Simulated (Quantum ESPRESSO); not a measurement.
**PbS (Galena): phonons with PBE**

Crystal: PbS (Galena).

```
Pb S
1.0
     0.00000    2.96575    2.96575
     2.96575    0.00000    2.96575
     2.96575    2.96575    0.00000
Pb S
1 1
Cartesian
  0.0000 0.0000 0.0000
  2.9657 2.9657 2.9657
```

| Property | Result |
| --- | --- |
| Program | Quantum ESPRESSO 7.5 |
| Task | phonons |
| Functional | PBE |
| Potentials or basis | PseudoDojo 0.4.1 SR PBE standard |
| Cutoff | 762 eV |
| Density cutoff | 3048 eV |
| k mesh | 4 × 4 × 4, shifted |
| Occupations | fermi-dirac, width 0.05 eV |
| Spin | no spin polarisation |
| Target pressure | 10 GPa |
| Mixing beta | 0.5 |
| Most SCF iterations | 120 |
| SCF threshold | 4e-10 Ry |

```yaml
Relaxed_volume: 23.54 Å³/atom
Relaxed_cell: a = 4.053 Å, b = 4.053 Å, c = 4.053 Å, α = 60.00°, β = 60.00°, γ = 60.00°
Space_group_after_relaxing_to_0.05_Å: Fm-3m (No. 225)
Pressure_after_relaxing: 10.0 GPa
Electronic_dielectric_tensor_diagonal: 13.92
Born_charges_mean_of_the_diagonal: Pb +4.66; S -4.15 e
Highest_phonon_frequency_at_Γ_LO-TO_splitting_left_out: 142 cm⁻¹
Static_dielectric_tensor_diagonal: 50.22
```

The path:
```tsv
step	energy change (eV)	largest force (eV/Å)	pressure (GPa)	volume (Å³)
1	0.0000	0.0000	2.10	52.17
2	0.0443	0.0000	4.84	50.10
3	0.1807	0.0000	9.97	47.09
4	0.1818	0.0000	10.00	47.07
```

Final structure:
```
Pb S
1.0
     0.00000    2.86584    2.86584
     2.86584    0.00000    2.86584
     2.86584    2.86584    0.00000
Pb S
1 1
Cartesian
  0.0000 0.0000 0.0000
  2.8658 2.8658 2.8658
```

Levels at points of the mesh, in eV from the valence-band top:
| k point | band 6 | band 7 | band 8 | band 9 | band 10 | band 11 | band 12 | band 13 | band 14 | band 15 |
| --- | --- | --- | --- | --- | --- | --- | --- | --- | --- | --- |
| (0.12, 0.12, 0.12) | -13.87 | -5.93 | -2.08 | -2.08 | -1.61 | 4.62 | 5.09 | 5.09 | 7.10 | 7.42 |

Phonon frequencies in cm⁻¹ (negative: imaginary):
| q point | frequencies |
| --- | --- |
| (0.000, 0.000, 0.000) | -1 -1 -1 142 142 142 |

Electronic dielectric tensor:
```
13.92  0.00  0.00
 0.00 13.92  0.00
 0.00  0.00 13.92
```

Born effective charge tensors (e):
atom 1, Pb
```
4.66 0.00 0.00
0.00 4.66 0.00
0.00 0.00 4.66
```
atom 2, S
```
-4.15  0.00  0.00
 0.00 -4.15  0.00
 0.00  0.00 -4.15
```

Optical modes at Γ, degenerate ones joined, polar ones without the macroscopic field:
| cm⁻¹ | components | symmetry | active in | IR intensity, summed ((D/Å)²/amu) |
| --- | --- | --- | --- | --- |
| 142 | 3 | T1u | IR | 48.37 |

Zone-centre frequencies without and with the macroscopic field along z (cm⁻¹):
```csv
,optical modes in rising order
without,142 142 142
with the field,142 142 269
```

Static dielectric tensor, electrons and zone-centre modes:
```
50.22  0.00  0.00
 0.00 50.22  0.00
 0.00  0.00 50.22
```

Run time: 2.7 min on 1 thread of Arm Neoverse V2, with other jobs on the host, peak memory 0.07 GiB.

Caveat: the mesh is thin for the dielectric tensor, Born charges and intensities, which usually come out too large; the cell is more than 3 GPa from zero pressure, which shifts response properties; the Born charges break their sum rule by 0.51 e, a sign of too thin a mesh. The run has no spin-orbit coupling, so splittings on Pb are missing.
